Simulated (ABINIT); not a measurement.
# La (Im-3m) in ABINIT: equation of state

Aim: energy against volume of La in PBE, for its equilibrium volume and stiffness.

All numbers are computed with ABINIT 10.8.3 (patched build); they aren't measurements. Logs are shortened: lines on timing, memory, paths and dates and some standing lists are left out, and cuts for length are marked. The log counts tension as positive stress, the text compression.

## (1) The structure

Symmetry: Im-3m, No. 229, cubic system. Conventional cell: a = 4.248 Å, b = 4.248 Å, c = 4.248 Å, α = 90.00°, β = 90.00°, γ = 90.00°. La (site symmetry m-3m) is surrounded by 8 La at 3.68 Å.

This isn't the form of La at room conditions, which is double hcp.

## (2) Equation of state, PBE

run.abi reads:

```
# Datasets: one volume each
ndtset 7
getwfk -1
scalecart1 3*0.9795861087
scalecart2 3*0.9864848297
scalecart3 3*0.9932883884
scalecart4 3*1.0000000000
scalecart5 3*1.0066227096
scalecart6 3*1.0131594038
scalecart7 3*1.0196128224

# Pseudopotentials
pp_dirpath "./"
pseudos "La.GGA_PBE-JTH.xml"

# Structure
acell 3*1.0
rprim
    -4.0134590592     4.0134590592     4.0134590592
     4.0134590592    -4.0134590592     4.0134590592
     4.0134590592     4.0134590592    -4.0134590592
ntypat 1
znucl 57
natom 1
typat 1
xred
     0.0000000000     0.0000000000     0.0000000000

# Plane-wave basis
ecut 680.284656 eV
pawecutdg 47.0

# k points
kptopt 1
ngkpt 9 9 9
nshiftk 1
shiftk 0.0 0.0 0.0

# Exchange and correlation
ixc 11

# Bands and occupations
nband 13
occopt 3
tsmear 0.05 eV

# SCF cycle
nstep 100
tolvrs 1.0e-9

# Output
iomode 3
prtwf 1
prtden 0
prteig 0
prtebands 0
enunit 1
```

Potentials or basis: JTH PAW PBE v2.0.

On the command line:

```bash
$ abinit run.abi > log 2>&1
```

run.abo:

```text
.Version 10.8.3 of ABINIT
 DATASET    1 : space group Im -3 m (#229); Bravais cI (body-center cubic)
================================================================================
 Values of the parameters that define the memory need for DATASET  1.
     intxc =       0    ionmov =       0      iscf =      17    lmnmax =      32
     lnmax =       8     mgfft =      32  mpssoang =       4    mqgrid =    3001
     natom =       1  nloc_mem =       2    nspden =       1   nspinor =       1
    nsppol =       1      nsym =      48    n1xccc =       1    ntypat =       1
    occopt =       3   xclevel =       2
       mpw =        1465          nfft =       32768          nkpt =          35
 PAW method is used; the additional fine FFT grid is defined by:
   mgfftf=        45    nfftf =     91125
================================================================================
================================================================================
[... 71 lines left out ...]
 DATASET    7 : space group Im -3 m (#229); Bravais cI (body-center cubic)
================================================================================
 Values of the parameters that define the memory need for DATASET  7.
     intxc =       0    ionmov =       0      iscf =      17    lmnmax =      32
     lnmax =       8     mgfft =      32  mpssoang =       4    mqgrid =    3001
     natom =       1  nloc_mem =       2    nspden =       1   nspinor =       1
    nsppol =       1      nsym =      48    n1xccc =       1    ntypat =       1
    occopt =       3   xclevel =       2
       mpw =        1652          nfft =       32768          nkpt =          35
 PAW method is used; the additional fine FFT grid is defined by:
   mgfftf=        45    nfftf =     91125
================================================================================
================================================================================

--------------------------------------------------------------------------------
------------- Echo of variables that govern the present computation ------------
--------------------------------------------------------------------------------
 -outvars: echo values of preprocessed input variables --------
            acell      1.0000000000E+00  1.0000000000E+00  1.0000000000E+00 Bohr
              amu      1.38905500E+02
             ecut      2.50000000E+01 Hartree
           enunit           1
           getwfk          -1
              ixc          11
           jdtset        1    2    3    4    5    6    7
         kptrlatt        9    0    0      0    9    0      0    0    9
          kptrlen1     6.12864678E+01
          kptrlen2     6.17180769E+01
          kptrlen3     6.21437322E+01
          kptrlen4     6.25636350E+01
          kptrlen5     6.29779758E+01
          kptrlen6     6.33869352E+01
          kptrlen7     6.37906845E+01
            natom           1
            nband          13
           ndtset           7
            ngfft          32      32      32
          ngfftdg          45      45      45
             nkpt          35
            nstep         100
             nsym          48
           ntypat           1
           occopt           3
        pawecutdg      4.70000000E+01 Hartree
         pawxcdev           0
           prtden           0
        prtebands           0
           prteig           0
            rprim1    -3.9315287422E+00  3.9315287422E+00  3.9315287422E+00
                       3.9315287422E+00 -3.9315287422E+00  3.9315287422E+00
                       3.9315287422E+00  3.9315287422E+00 -3.9315287422E+00
            rprim2    -3.9592164765E+00  3.9592164765E+00  3.9592164765E+00
                       3.9592164765E+00 -3.9592164765E+00  3.9592164765E+00
                       3.9592164765E+00  3.9592164765E+00 -3.9592164765E+00
            rprim3    -3.9865222808E+00  3.9865222808E+00  3.9865222808E+00
                       3.9865222808E+00 -3.9865222808E+00  3.9865222808E+00
                       3.9865222808E+00  3.9865222808E+00 -3.9865222808E+00
            rprim4    -4.0134590592E+00  4.0134590592E+00  4.0134590592E+00
                       4.0134590592E+00 -4.0134590592E+00  4.0134590592E+00
                       4.0134590592E+00  4.0134590592E+00 -4.0134590592E+00
            rprim5    -4.0400390330E+00  4.0400390330E+00  4.0400390330E+00
                       4.0400390330E+00 -4.0400390330E+00  4.0400390330E+00
                       4.0400390330E+00  4.0400390330E+00 -4.0400390330E+00
            rprim6    -4.0662737876E+00  4.0662737876E+00  4.0662737876E+00
                       4.0662737876E+00 -4.0662737876E+00  4.0662737876E+00
                       4.0662737876E+00  4.0662737876E+00 -4.0662737876E+00
            rprim7    -4.0921743189E+00  4.0921743189E+00  4.0921743189E+00
                       4.0921743189E+00 -4.0921743189E+00  4.0921743189E+00
                       4.0921743189E+00  4.0921743189E+00 -4.0921743189E+00
          spgroup         229
           tolvrs      1.00000000E-09
           tsmear      1.83746611E-03 Hartree
            typat      1
           useylm           1
            znucl       57.00000

================================================================================

 chkinp: Checking input parameters for consistency, jdtset=   1.

 chkinp: Checking input parameters for consistency, jdtset=   2.

 chkinp: Checking input parameters for consistency, jdtset=   3.

 chkinp: Checking input parameters for consistency, jdtset=   4.
[... 31 lines left out ...]
 getcut: wavevector=  0.0000  0.0000  0.0000  ngfft=  32  32  32
         ecut(hartree)=     25.000   => boxcut(ratio)=   2.08986

 Fine grid specifications (used for densities):

 getcut: wavevector=  0.0000  0.0000  0.0000  ngfft=  45  45  45
         ecut(hartree)=     47.000   => boxcut(ratio)=   2.09479

--- Pseudopotential description ------------------------------------------------
- pspini: atom type   1  psp file is ./La.GGA_PBE-JTH.xml
 Pseudopotential format is: paw10
 basis_size (lnmax)=  8 (lmn_size= 32), orbitals=   0   0   1   1   2   2   3   3
 Spheres core radius: rc_sph= 2.51647158
 Shapefunction is SIN type: shapef(r)=[sin(pi*r/rshp)/(pi*r/rshp)]**2
 Radius for shape functions =  1.95079210
 Compensation charge density is not taken into account in XC energy/potential

   6.99048521E+02                                ecore*ucvol(ha*bohr**3)
--------------------------------------------------------------------------------

================================================================================

--- !BeginCycle
iteration_state: {dtset: 1, }
solver: {iscf: 17, nstep: 100, nline: 4, wfoptalg: 10, }
tolerances: {tolvrs: 1.00E-09, }
...

     iter   Etot(hartree)      deltaE(h)  residm     nres2
 ETOT  1  -31.878576895995    -3.188E+01 3.197E-01 7.622E-01
 ETOT  2  -32.001868123067    -1.233E-01 4.510E-03 9.212E-02
 ETOT  3  -32.001989790154    -1.217E-04 2.690E-03 3.165E-02
 ETOT  4  -32.002009845123    -2.005E-05 6.739E-04 1.278E-03
 ETOT  5  -32.002010247317    -4.022E-07 3.708E-04 3.106E-04
 ETOT  6  -32.002010490820    -2.435E-07 8.976E-04 1.329E-05
 ETOT  7  -32.002010493870    -3.050E-09 1.604E-04 3.219E-08
 ETOT  8  -32.002010494128    -2.583E-10 1.715E-04 2.773E-08
 ETOT  9  -32.002010494197    -6.941E-11 9.112E-05 8.519E-10
[... 1135 lines left out ...]
 Cartesian components of stress tensor (hartree/bohr^3)
  sigma(1 1)=  6.03337567E-05  sigma(3 2)=  0.00000000E+00
  sigma(2 2)=  6.03337567E-05  sigma(3 1)=  0.00000000E+00
  sigma(3 3)=  6.03337567E-05  sigma(2 1)=  0.00000000E+00

-Cartesian components of stress tensor (GPa)         [Pressure= -1.7751E+00 GPa]
- sigma(1 1)=  1.77508041E+00  sigma(3 2)=  0.00000000E+00
- sigma(2 2)=  1.77508041E+00  sigma(3 1)=  0.00000000E+00
- sigma(3 3)=  1.77508041E+00  sigma(2 1)=  0.00000000E+00

== END DATASET(S) ==============================================================
================================================================================

 -outvars: echo values of variables after computation  --------
            acell      1.0000000000E+00  1.0000000000E+00  1.0000000000E+00 Bohr
           etotal1    -3.2002010494E+01
           etotal2    -3.2002174756E+01
           etotal3    -3.2002235767E+01
           etotal4    -3.2002204278E+01
           etotal5    -3.2002085391E+01
           etotal6    -3.2001882966E+01
           etotal7    -3.2001606356E+01
            fcart1    -0.0000000000E+00 -0.0000000000E+00 -0.0000000000E+00
            fcart2    -0.0000000000E+00 -0.0000000000E+00 -0.0000000000E+00
            fcart3    -0.0000000000E+00 -0.0000000000E+00 -0.0000000000E+00
            fcart4    -0.0000000000E+00 -0.0000000000E+00 -0.0000000000E+00
            fcart5    -0.0000000000E+00 -0.0000000000E+00 -0.0000000000E+00
            fcart6    -0.0000000000E+00 -0.0000000000E+00 -0.0000000000E+00
            fcart7    -0.0000000000E+00 -0.0000000000E+00 -0.0000000000E+00
            rprim1    -3.9315287422E+00  3.9315287422E+00  3.9315287422E+00
                       3.9315287422E+00 -3.9315287422E+00  3.9315287422E+00
                       3.9315287422E+00  3.9315287422E+00 -3.9315287422E+00
            rprim2    -3.9592164765E+00  3.9592164765E+00  3.9592164765E+00
                       3.9592164765E+00 -3.9592164765E+00  3.9592164765E+00
                       3.9592164765E+00  3.9592164765E+00 -3.9592164765E+00
            rprim3    -3.9865222808E+00  3.9865222808E+00  3.9865222808E+00
                       3.9865222808E+00 -3.9865222808E+00  3.9865222808E+00
[... 9 lines left out ...]
                       4.0662737876E+00  4.0662737876E+00 -4.0662737876E+00
            rprim7    -4.0921743189E+00  4.0921743189E+00  4.0921743189E+00
                       4.0921743189E+00 -4.0921743189E+00  4.0921743189E+00
                       4.0921743189E+00  4.0921743189E+00 -4.0921743189E+00
           strten1    -4.2364476952E-05 -4.2364476952E-05 -4.2364476952E-05
                       0.0000000000E+00  0.0000000000E+00  0.0000000000E+00
           strten2    -2.1311178744E-05 -2.1311178744E-05 -2.1311178744E-05
                       0.0000000000E+00  0.0000000000E+00  0.0000000000E+00
           strten3    -2.5953608392E-06 -2.5953608392E-06 -2.5953608392E-06
                       0.0000000000E+00  0.0000000000E+00  0.0000000000E+00
           strten4     1.4588307104E-05  1.4588307104E-05  1.4588307104E-05
                       0.0000000000E+00  0.0000000000E+00  0.0000000000E+00
           strten5     3.1185618831E-05  3.1185618831E-05  3.1185618831E-05
                       0.0000000000E+00  0.0000000000E+00  0.0000000000E+00
           strten6     4.6634708855E-05  4.6634708855E-05  4.6634708855E-05
                       0.0000000000E+00  0.0000000000E+00  0.0000000000E+00
           strten7     6.0333756664E-05  6.0333756664E-05  6.0333756664E-05
                       0.0000000000E+00  0.0000000000E+00  0.0000000000E+00
 Calculation completed.
```

It took 3.5 min on 1 thread of Arm Neoverse N1, shared host; peak memory 0.17 GiB.

Results:

```
Equilibrium volume : 37.67 Å³/atom (rough: see the caveat)
Bulk modulus       : 26 GPa (rough)
```

Energy against volume, from the lowest point:
```tsv
volume (Å³/atom)	energy (meV/atom)
36.020	6.13
36.787	1.66
37.553	0.00
38.320	0.86
39.086	4.09
39.852	9.60
40.619	17.13
```

Caveat: pressures at fixed basis lie under the slope of the energies; the fit is doubtful: noisy points or a state that changes with volume. Spin-orbit coupling is left out, which matters for the levels of La.
